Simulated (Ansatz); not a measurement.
Ti started on a C site in diamond, 64 atoms, charge +1

The calculation used DFT, PBEsol, PAW, plane waves (Ansatz).

The input as it was run:

```yaml
crystal:
  lattice:
    - [7.107606, 0.000000, 0.000000]
    - [0.000000, 7.107606, 0.000000]
    - [0.000000, 0.000000, 7.107606]
  atoms:
    - { symbol: C, position: [0.994989, 0.001114, 0.000522] }
    - { symbol: C, position: [0.000283, 0.996369, 0.503199] }
    - { symbol: C, position: [0.998667, 0.502262, 0.996960] }
    - { symbol: C, position: [0.000239, 0.495719, 0.504494] }
    - { symbol: C, position: [0.499412, 0.004794, 0.003268] }
    - { symbol: C, position: [0.502908, 0.998738, 0.503232] }
    - { symbol: C, position: [0.499682, 0.495975, 0.002952] }
    - { symbol: C, position: [0.125355, 0.126588, 0.130006] }
    - { symbol: C, position: [0.121520, 0.127305, 0.632732] }
    - { symbol: C, position: [0.122224, 0.622194, 0.122240] }
    - { symbol: C, position: [0.126747, 0.624831, 0.623444] }
    - { symbol: C, position: [0.626887, 0.130790, 0.125605] }
    - { symbol: C, position: [0.625640, 0.123201, 0.631702] }
    - { symbol: C, position: [0.628841, 0.621323, 0.125674] }
    - { symbol: C, position: [0.622654, 0.626990, 0.629356] }
    - { symbol: C, position: [0.249781, 0.253602, 0.999291] }
    - { symbol: C, position: [0.251243, 0.250621, 0.503697] }
    - { symbol: C, position: [0.253373, 0.748354, 0.002836] }
    - { symbol: C, position: [0.245315, 0.752198, 0.497193] }
    - { symbol: C, position: [0.752806, 0.249405, 0.002469] }
    - { symbol: C, position: [0.751271, 0.247254, 0.500359] }
    - { symbol: C, position: [0.749288, 0.753486, 0.997761] }
    - { symbol: C, position: [0.751511, 0.746625, 0.500620] }
    - { symbol: C, position: [0.369841, 0.369732, 0.125204] }
    - { symbol: C, position: [0.375839, 0.370105, 0.624901] }
    - { symbol: C, position: [0.380654, 0.879597, 0.129722] }
    - { symbol: C, position: [0.370222, 0.873229, 0.620863] }
    - { symbol: C, position: [0.873603, 0.379972, 0.127097] }
    - { symbol: C, position: [0.872844, 0.371766, 0.624582] }
    - { symbol: C, position: [0.875809, 0.877564, 0.129102] }
    - { symbol: C, position: [0.875167, 0.873287, 0.622342] }
    - { symbol: C, position: [0.254496, 0.002365, 0.249537] }
    - { symbol: C, position: [0.253053, 0.996112, 0.748698] }
    - { symbol: C, position: [0.250512, 0.500541, 0.250138] }
    - { symbol: C, position: [0.251904, 0.499629, 0.750191] }
    - { symbol: C, position: [0.749340, 0.991679, 0.248852] }
    - { symbol: C, position: [0.748264, 0.005221, 0.747537] }
    - { symbol: C, position: [0.744121, 0.497530, 0.247091] }
    - { symbol: C, position: [0.747503, 0.500921, 0.746308] }
    - { symbol: C, position: [0.369659, 0.120871, 0.374657] }
    - { symbol: C, position: [0.369195, 0.126378, 0.874893] }
    - { symbol: C, position: [0.374469, 0.625685, 0.377885] }
    - { symbol: C, position: [0.373194, 0.623154, 0.874523] }
    - { symbol: C, position: [0.873340, 0.126508, 0.370156] }
    - { symbol: C, position: [0.871447, 0.120957, 0.877549] }
    - { symbol: C, position: [0.876614, 0.626248, 0.376343] }
    - { symbol: C, position: [0.876729, 0.625212, 0.875337] }
    - { symbol: C, position: [0.999411, 0.246991, 0.250401] }
    - { symbol: C, position: [0.007292, 0.251052, 0.751993] }
    - { symbol: C, position: [0.995851, 0.748775, 0.247191] }
    - { symbol: C, position: [0.002032, 0.749145, 0.748598] }
    - { symbol: C, position: [0.496641, 0.250514, 0.253739] }
    - { symbol: C, position: [0.499211, 0.249209, 0.747818] }
    - { symbol: C, position: [0.503223, 0.748218, 0.255106] }
    - { symbol: C, position: [0.494785, 0.756113, 0.751135] }
    - { symbol: C, position: [0.129355, 0.380272, 0.371083] }
    - { symbol: C, position: [0.123835, 0.378703, 0.871132] }
    - { symbol: C, position: [0.127396, 0.872486, 0.370555] }
    - { symbol: C, position: [0.125646, 0.876440, 0.872122] }
    - { symbol: C, position: [0.628294, 0.373107, 0.373125] }
    - { symbol: C, position: [0.625514, 0.377640, 0.873148] }
    - { symbol: C, position: [0.626133, 0.877963, 0.375963] }
    - { symbol: C, position: [0.622222, 0.874360, 0.879621] }
    - { symbol: Ti, position: [0.495232, 0.503766, 0.498004], spin: 3 }
  symmetry: { detect: false }
kpoints:
  mp_grid: { grid: [1, 1, 1], shift: [0.25, 0.25, 0.25] }
hamiltonian:
  xc: pbesol
total_charge: 1
magnetization:
  spin_polarized: true
scf:
  occupations: { method: fermi_dirac, width: 0.01 }
relax:
  f_tol: 0.03
  max_steps: 80
  escape_saddle: false
  adjacent_minimum: "off"
output:
  forces: true
  eigenvalues: true
  populations: true
  charged_corrections: { epsilon: 5.7 }
```

Started with:

```sh
ansatz run in.yaml --threads 7 --pin off --max-ram 26600MiB --runs-dir r --events-out ev --progress --plain
```

The program printed, less machine lines and repeats, with […] for rows cut from tables:

```
Pseudopotentials: kind: paw
Functional definition: PBEsol
  exchange = pbesol_x
  correlation = pbesol_c
Crystal: 64 atoms, lattice volume = 359.062 Å³
Basis set: ecut = 420 eV, 7075 PW (Γ), exchange–correlation on 96×96×96 points (8 copies of the dense FFT grid, shifted against one another)
Bands: 197, of which v1, the nominal top of the filled ones, is band 132 counted from 1 (131 counted from 0)
Symmetry: 1 space group operations
k-points: 1
Non-local potential: C, projectors of the file, l = 0: 2, l = 1: 2, l = 2: 1
Non-local potential: Ti, projectors of the file, l = 0: 3, l = 1: 2, l = 2: 3, l = 3: 1
[…]
Initial density: superposition of atomic densities (chi_scale 0.1, normalization cell, long waves kept (reshape's long-wave potential 0.23 eV rms))
Starting moments: Σ|m| = 3 μB on 1 of 64 sites
Initial wavefunctions: pseudopotential atomic-orbital guess
Functional: x = pbesol(κ = 0.804, μ = 0.12345679012345678), c = pbesol(β = 0.046)
SCF iter   1: F=—  HF=-18017.730109 eV  |F-HF|=—  |Δ(HF+E_count)|=         —  Δρ=8.44e-2 (↑7.70e-2 ↓8.44e-2)  dr2=8.95e1  dr2_m=1.11e0  M=0.973 μB ∫|m|=1.434 μB  β_m=0.30  ethr=3.10e-3  ⟨swp⟩=5.0  Hψ=1578  notcnv=0  defer=96
Mixer restart at iter 1: flushing history
[…]
spin=Collinear: Resta preconditioning applied to the charge; magnetization (m = ρ↑ − ρ↓) channel mixes plain (no charge-response kernel on spin).
SCF iter   2: F=—  HF=-18010.432840 eV  |F-HF|=—  |Δ(HF+E_count)|=    7.30e0  Δρ=5.86e-2 (↑5.37e-2 ↓5.86e-2)  dr2=4.10e1  dr2_m=5.97e-1  M=0.999 μB ∫|m|=1.290 μB  β_m=0.62  ethr=3.10e-3  ⟨swp⟩=3.0  Hψ=734  notcnv=0  defer=120
[…]
Mixer restart at iter 6: flushing history
[…]
SCF 1 converged in 11 iterations: F = -18006.638881 eV  dr2 = 2.12e-7
[…]
relax step   1: F+E_penalty+E_count = -18006.63888063 eV  Δ(F+E_penalty+E_count) = +0.000e0 eV  max|allowed force component| = 1.388e1 eV/Å  Δτ_max = 0.0000 Å  (11 SCF iters, dr2 threshold 2.25e-5 eV, accepted)
Initial density: handed on by an earlier stage of this run
Starting moments: Σ|m| = 3 μB on 1 of 64 sites; this step starts from the density that it was given
Initial wavefunctions: those handed on with the density
[…]
spin=Collinear: Resta preconditioning applied to the charge; magnetization (m = ρ↑ − ρ↓) channel mixes plain (no charge-response kernel on spin).
[…]
relax step   2: F+E_penalty+E_count = -18015.83577997 eV  Δ(F+E_penalty+E_count) = -9.197e0 eV  max|allowed force component| = 6.444e0 eV/Å  Δτ_max = 0.1586 Å  (8 SCF iters, dr2 threshold 1.00e-4 eV, accepted)
[…]
spin=Collinear: Resta preconditioning applied to the charge; magnetization (m = ρ↑ − ρ↓) channel mixes plain (no charge-response kernel on spin).
Mixer restart at iter 4: flushing history
relax step   3: F+E_penalty+E_count = -18018.62781961 eV  Δ(F+E_penalty+E_count) = -2.792e0 eV  max|allowed force component| = 2.198e0 eV/Å  Δτ_max = 0.2000 Å  (9 SCF iters, dr2 threshold 1.00e-4 eV, accepted)
[…]
spin=Collinear: Resta preconditioning applied to the charge; magnetization (m = ρ↑ − ρ↓) channel mixes plain (no charge-response kernel on spin).
relax step   4: F+E_penalty+E_count = -18019.16299627 eV  Δ(F+E_penalty+E_count) = -5.352e-1 eV  max|allowed force component| = 1.139e0 eV/Å  Δτ_max = 0.2000 Å  (7 SCF iters, dr2 threshold 1.00e-4 eV, accepted)
[…]
spin=Collinear: Resta preconditioning applied to the charge; magnetization (m = ρ↑ − ρ↓) channel mixes plain (no charge-response kernel on spin).
relax step   5: F+E_penalty+E_count = -18019.23011071 eV  Δ(F+E_penalty+E_count) = -6.711e-2 eV  max|allowed force component| = 9.511e-1 eV/Å  Δτ_max = 0.0849 Å  (6 SCF iters, dr2 threshold 1.00e-4 eV, accepted)
[…]
spin=Collinear: Resta preconditioning applied to the charge; magnetization (m = ρ↑ − ρ↓) channel mixes plain (no charge-response kernel on spin).
relax step   6: F+E_penalty+E_count = -18018.94431678 eV  Δ(F+E_penalty+E_count) = +2.858e-1 eV  max|allowed force component| = 1.745e0 eV/Å  Δτ_max = 0.1251 Å  (7 SCF iters, dr2 threshold 1.00e-4 eV, rejected (line search))
[…]
spin=Collinear: Resta preconditioning applied to the charge; magnetization (m = ρ↑ − ρ↓) channel mixes plain (no charge-response kernel on spin).
relax step   7: F+E_penalty+E_count = -18019.29874146 eV  Δ(F+E_penalty+E_count) = -6.863e-2 eV  max|allowed force component| = 2.544e-1 eV/Å  Δτ_max = 0.0625 Å  (10 SCF iters, accepted)
[…]
spin=Collinear: Resta preconditioning applied to the charge; magnetization (m = ρ↑ − ρ↓) channel mixes plain (no charge-response kernel on spin).
relax step   8: F+E_penalty+E_count = -18019.15700876 eV  Δ(F+E_penalty+E_count) = +1.417e-1 eV  max|allowed force component| = 9.449e-1 eV/Å  Δτ_max = 0.1000 Å  (6 SCF iters, dr2 threshold 4.63e-6 eV, rejected (line search))
[…]
spin=Collinear: Resta preconditioning applied to the charge; magnetization (m = ρ↑ − ρ↓) channel mixes plain (no charge-response kernel on spin).
[…]
SCF 9 converged in 9 iterations: F = -18019.311729 eV  dr2 = 4.46e-9
  greatest PAW one-centre occupation: 0.999 electrons in one spin orbital (limit 2), on the Ti atom at site 63 (counted from 0), in its partial waves of l = 0
relax step   9: F+E_penalty+E_count = -18019.31172896 eV  Δ(F+E_penalty+E_count) = -1.299e-2 eV  max|allowed force component| = 7.017e-2 eV/Å  Δτ_max = 0.0250 Å  (9 SCF iters, accepted)
[…]
preconditioner: auto → Resta (q_TF=auto, 2.590 Å⁻¹)  ε∞=4.5  [insulator: Δε(μ)=0.356 eV  Ē_g=16.663 eV  σ=0.010 eV  W_gap=1.00  n_scr=92 (ndim 8)  ℏωp=31.3 eV  f_vac=0.000  D(μ)=0.00/eV (n_scr^D=0)  ε∞_Penn≈4.5]
spin=Collinear: Resta preconditioning applied to the charge; magnetization (m = ρ↑ − ρ↓) channel mixes plain (no charge-response kernel on spin).
[…]
SCF 10 converged in 6 iterations: F = -18019.311975 eV  dr2 = 3.03e-9
relax step  10: F+E_penalty+E_count = -18019.31197457 eV  Δ(F+E_penalty+E_count) = -2.456e-4 eV  max|allowed force component| = 4.381e-2 eV/Å  Δτ_max = 0.0029 Å  (6 SCF iters, accepted)
[…]
spin=Collinear: Resta preconditioning applied to the charge; magnetization (m = ρ↑ − ρ↓) channel mixes plain (no charge-response kernel on spin).
[…]
SCF iter   4: F=-18019.312143 eV  HF=-18019.312143 eV  |F-HF|=3.32e-8  |Δ(HF+E_count)|=   8.96e-8  Δρ=2.22e-6 (↑2.22e-6 ↓2.00e-6)  dr2=5.28e-8  dr2_m=3.07e-9  M=1.000 μB ∫|m|=1.079 μB  β_m=0.84  ethr=3.80e-11  ⟨swp⟩=6.0  Hψ=1646  notcnv=0
SCF iter   5: F=-18019.312143 eV  HF=-18019.312143 eV  |F-HF|=3.69e-9  |Δ(HF+E_count)|=   1.20e-9  Δρ=5.56e-7 (↑5.07e-7 ↓5.56e-7)  dr2=4.82e-9  dr2_m=2.04e-10  M=1.000 μB ∫|m|=1.079 μB  ethr=2.01e-11  ⟨swp⟩=2.0  Hψ=1059  notcnv=0
SCF 11 converged in 5 iterations: F = -18019.312143 eV  dr2 = 4.82e-9
relax step  11: F+E_penalty+E_count = -18019.31214332 eV  Δ(F+E_penalty+E_count) = -1.687e-4 eV  max|allowed force component| = 2.696e-2 eV/Å  Δτ_max = 0.0013 Å  (5 SCF iters, accepted)
SCF converged after 5 iterations
Magnetization: 1.0000 μB (132.0000 up, 131.0000 down)
Absolute magnetization: 1.0777 μB (∫|ρ↑−ρ↓|, with the PAW one-centre terms)
Spin contamination: 0.0012 ħ² per cell (⟨S²⟩ above its minimum at these occupations)
Per-site moments (μB) at R_I (Å): [(0.0018372414022684532, 0.6339532000937925), (0.011668553308583577, 0.6205181840573982), (0.005012171105713705, 0.6205463738691576), (0.0004263263515432733, 0.6297811227264765), (0.005905399110001228, 0.6203788509190713), (0.0004859053182465634, 0.6301004164995596), (0.0003890691360788208, 0.6281682020872791), (0.0035285559656493674, 0.6282805680015501), (0.00103
Free energy (F): -18019.312143 eV
Harris-Foulkes:  -18019.312143 eV  (|F-HF|=3.69e-9)
Internal energy: -18019.312143 eV  (E = F + TS)
E sigma→0 (E₀):  -18019.312143 eV
Fermi energy:    13.953536 eV
--- Per-component energies (eV) ---
  E_band       = 1066.765803
  E_kinetic    = 6112.396255
  E_local      = -4651.625017  (includes V_loc(G=0)·N_el)
  E_nonlocal   = 1701.210089
  E_hartree    = 1217.758000
  E_xc         = -3150.328350
  E_vxc        = -3924.379002  (∫ρ·V_xc dr)
  E_paw        = -7034.524327  (= ΣΔE_a)
  E_vpaw       = -606.354262  (= ΣTr[D̂ρ^β])
  E_aug_tail   = 0.000661  (compensation charges beyond the density's cutoff)
  E_ewald      = -12215.668171
  E_core_change = 1.468716  (= ΣΔE_core)
  E_smearing   = -0.000000  (= −TS)
  E_closure    = -0.000000  (closes the sum)
  E_deformation_potential = 22.552058  (in the stress; not in F)
  Σ components = -18019.312143   (vs F -18019.312143, Δ=0.00e0)
--- Forces (eV/Å), atoms counted from 1 ---
  atom   1  C     -0.00095176     0.00114652     0.00011473
  atom   2  C     -0.00149800     0.00242938     0.00071998
  atom   3  C     -0.00030358     0.00295169     0.00160007
  atom   4  C     -0.00227112     0.00020704     0.00025865
  atom   5  C     -0.00254781     0.00111293    -0.00032063
  atom   6  C     -0.00020148    -0.00064860     0.00059549
  atom   7  C      0.00009761     0.00018834    -0.00206048
  atom   8  C      0.00074549    -0.00171541     0.00007166
  atom   9  C      0.00336005    -0.00160387     0.00035822
  atom  10  C      0.00094191    -0.00296807    -0.00112426
  atom  11  C      0.00056999     0.00030197     0.00251877
  atom  12  C      0.00375401    -0.00274184     0.00004420
[…]
  atom  54  C     -0.00410212     0.00511503    -0.00410483
  atom  55  C      0.00271410    -0.00032981    -0.00156441
  atom  56  C      0.00106307    -0.00235683     0.00146907
  atom  57  C      0.00204693    -0.00286911     0.00075478
  atom  58  C      0.00106935     0.00061237     0.00268858
  atom  59  C      0.00069522    -0.00011715    -0.00051530
  atom  60  C      0.01051576    -0.00972295    -0.02695676
  atom  61  C      0.00095525     0.00015916     0.00008890
  atom  62  C      0.00134266    -0.00129525     0.00072192
  atom  63  C     -0.00011153     0.00102492    -0.00045176
  atom  64  Ti     0.01535504     0.00402643    -0.01604681
  max |Σ_I F_I| component: 7.02e-5 eV/Å
--- Charged-cell corrections in eV (Makov–Payne, q = +1.000 e, ε = 5.700) ---
  F (periodic)     = -18019.312143  (uncorrected; the corrections below are reported, never added to it)
  E_corr1          = +0.504230  (monopole, q²α_M/2εL)
  F Makov-Payne    = -18018.807914  (F + E_corr1; no measured alignment; for a localised charge, not one spread in a band: unchecked)
--- Band table (eV) ---
  k-point 0 ↑: bands = ["-41.3487", "-18.3235", "-18.1879", "-17.9159", "-7.3511", "-6.3332", "-6.2697", "-5.9246", "-5.1622", "-5.1341", "-4.7520", "-4.1034", "-4.0393", "-3.9104", "-3.6720", "-3.0678", "-3.0356", "-3.0124", "-2.6908", "-2.6654", "-2.4357", "-1.9888", "-1.9533", "-1.5433", "-1.1054", "-1.0589", "-0.8655", "-0.6811", "-0.6699", "-0.3314", "-0.1057", "-0.0612", "-0.0503", "0.1747", …
  k-point 0 ↓: bands = ["-41.0960", "-17.9861", "-17.8594", "-17.8210", "-7.3320", "-6.3053", "-6.2525", "-5.9131", "-5.1405", "-5.1155", "-4.7352", "-4.0760", "-4.0195", "-3.8914", "-3.6567", "-3.0398", "-3.0196", "-2.9898", "-2.6763", "-2.6533", "-2.4206", "-1.9691", "-1.9333", "-1.5316", "-1.0834", "-1.0409", "-0.8426", "-0.6539", "-0.6519", "-0.3113", "-0.0796", "-0.0452", "-0.0310", "0.1893", …
--- Relaxed structure (11 steps of the walk, 9 accepted, 0 SCFs on fresh bases) ---
  F+E_penalty+E_count = -18019.31214332 eV   max|allowed force component| = 2.696e-2 eV/Å
  atoms:
    - { symbol: C, position: [1.0003300507348238, 0.0005677866396748876, 0.0013347669965549313] }
    - { symbol: C, position: [-0.00037731182394306007, 0.9997872124265254, 0.5026330556616543] }
    - { symbol: C, position: [0.9983972104655457, 0.5008475970969755, 0.9997371489367032] }
    - { symbol: C, position: [3.557928194537447e-5, 0.5013066667843845, 0.5023985556325423] }
    - { symbol: C, position: [0.5007587531687159, -0.0012501802821853287, -8.527032583211635e-5] }
    - { symbol: C, position: [0.5011500268009182, 1.0002483487321565, 0.5024448412194774] }
    - { symbol: C, position: [0.5008814456998927, 0.5010901155391886, 0.0010895204598422611] }
    - { symbol: C, position: [0.1264418490594507, 0.12688273525963129, 0.12646698416366206] }
    - { symbol: C, position: [0.1234852706035193, 0.12376884479690158, 0.6276800243238693] }
    - { symbol: C, position: [0.1209953201998949, 0.6286575103906852, 0.12170937571173349] }
    - { symbol: C, position: [0.12420005979143783, 0.6261719667102127, 0.6270760271862709] }
    - { symbol: C, position: [0.6281494461648452, 0.12165282916290703, 0.12208615905448945] }
    - { symbol: C, position: [0.6261610589145097, 0.12421840627491862, 0.627320037006495] }
    - { symbol: C, position: [0.6247240821290149, 0.6249891399484806, 0.12636614143587707] }
    - { symbol: C, position: [0.6275911898957017, 0.627785962397774, 0.6280200619898986] }
    - { symbol: C, position: [0.25044667839074275, 0.25070412324905683, 1.0031292122840032] }
    - { symbol: C, position: [0.24755812178969347, 0.247578792956507, 0.5065141690145576] }
    - { symbol: C, position: [0.24941216109893888, 0.7523263716441716, -0.0002670932485598802] }
    - { symbol: C, position: [0.243763381156675, 0.758797787066087, 0.502978414302757] }
    - { symbol: C, position: [0.7520611194002063, 0.2497258810098342, -3.609937223743304e-5] }
    - { symbol: C, position: [0.758705915630411, 0.24371037182917363, 0.5031491688444327] }
    - { symbol: C, position: [0.7494800462570337, 0.7496945944535113, 1.0004762285200375] }
    - { symbol: C, position: [0.7496036949751734, 0.7497977477222276, 0.501471787892086] }
    - { symbol: C, position: [0.3774533743034895, 0.37787596672786683, 0.1255423239495999] }
    - { symbol: C, position: [0.35821941989569706, 0.35758802868276174, 0.6589401611371566] }
    - { symbol: C, position: [0.37473402564200675, 0.8805836005822589, 0.1220942704874143] }
    - { symbol: C, position: [0.375006871983534, 0.8770984626602205, 0.62745865106862] }
    - { symbol: C, position: [0.8800515532787556, 0.3752666136134904, 0.1222982901782575] }
    - { symbol: C, position: [0.8768520459072427, 0.3751224253224346, 0.6275056345198158] }
    - { symbol: C, position: [0.8748757776362055, 0.8753024294383207, 0.12534314029427465] }
    - { symbol: C, position: [0.8749544698263019, 0.8750843203275014, 0.6258443579385694] }
    - { symbol: C, position: [0.2501062515065439, 0.0031177479872013577, 0.25101164338792625] }
    - { symbol: C, position: [0.250080680763915, 1.0003565852606942, 0.7526542877867421] }
    - { symbol: C, position: [0.24378436058251376, 0.506924877531116, 0.24620160256021847] }
    - { symbol: C, position: [0.24584383979992985, 0.5003459310850924, 0.7584186191413971] }
    - { symbol: C, position: [0.7517573689986592, 0.9991041546942391, 0.25065114520373055] }
    - { symbol: C, position: [0.750212169722236, -0.001241582345783886, 0.7514247908334954] }
    - { symbol: C, position: [0.7570112688232687, 0.49955885418791673, 0.24830437683323667] }
    - { symbol: C, position: [0.7488899510300825, 0.5000869352279698, 0.7499377231878726] }
    - { symbol: C, position: [0.3781134810438822, 0.12502728364921728, 0.3780270893089188] }
    - { symbol: C, position: [0.3763222947299574, 0.12240175989793879, 0.8805042900855117] }
    - { symbol: C, position: [0.34550336286105987, 0.6662764702209206, 0.3518077372919462] }
    - { symbol: C, position: [0.374922002822393, 0.6265065010110945, 0.8770677155903298] }
    - { symbol: C, position: [0.8810605636979639, 0.12117458137358898, 0.3760058482756712] }
    - { symbol: C, position: [0.875749357311804, 0.12487946230829496, 0.8757148291457284] }
    - { symbol: C, position: [0.8764027723982676, 0.6264254733223422, 0.3765322959347459] }
    - { symbol: C, position: [0.874041584500832, 0.6247310127634439, 0.8755422074893443] }
    - { symbol: C, position: [1.0027356981641147, 0.25042789360576917, 0.25107009350595305] }
    - { symbol: C, position: [0.00014544349785511841, 0.25028003594705794, 0.7527152511776072] }
    - { symbol: C, position: [0.9986629420711665, 0.7520725676294764, 0.2505410187478491] }
    - { symbol: C, position: [-0.0013163283661056164, 0.750310836810203, 0.7513029868656377] }
    - { symbol: C, position: [0.5065543947106184, 0.2443236366616967, 0.2467302834886837] }
    - { symbol: C, position: [0.5005175907448833, 0.24555844941855667, 0.7586542624455946] }
    - { symbol: C, position: [0.49956462238633337, 0.7573591367364515, 0.2480495166607884] }
    - { symbol: C, position: [0.4999481997980119, 0.7491628241261358, 0.7500146065587017] }
    - { symbol: C, position: [0.12474333497222419, 0.37844422299724767, 0.37792547040965707] }
    - { symbol: C, position: [0.12221134937663979, 0.3765868721862023, 0.8803568902187484] }
    - { symbol: C, position: [0.1207937750235819, 0.8814197222113821, 0.3757467036553677] }
    - { symbol: C, position: [0.12460139494736774, 0.8760446291063463, 0.8755745798755266] }
    - { symbol: C, position: [0.6649182160063417, 0.3467643232611817, 0.3537387881152397] }
    - { symbol: C, position: [0.6263208205859249, 0.3750734509587433, 0.8771497856039469] }
    - { symbol: C, position: [0.6261972435188329, 0.8767334887329866, 0.376561803483128] }
    - { symbol: C, position: [0.6245333479064374, 0.8742954317732117, 0.8756701804787688] }
    - { symbol: Ti, position: [0.46349195580408453, 0.4652389704984103, 0.4535255293879643] }
--- Löwdin populations: 64 sites ---
  site symbol       q [e]    m [muB]
     0      C      3.9769     0.0019
     1      C      3.9743     0.0172
[…]
    62      C      3.9745     0.0034
    63     Ti     11.1526     0.3028
  spilling = 0.003297 (of n_electrons = 263.000000)
```

Total energies depend on the potentials used, so only differences within one code and one set of settings carry meaning.

One k point and one spin start were run, so the state needn't be the lowest, and an added charge can sit in a band of the host.

Time: 69 s of wall time on 7 threads of a Neoverse-V2 processor, on a host shared with other runs; peak host memory 1.2 GiB.
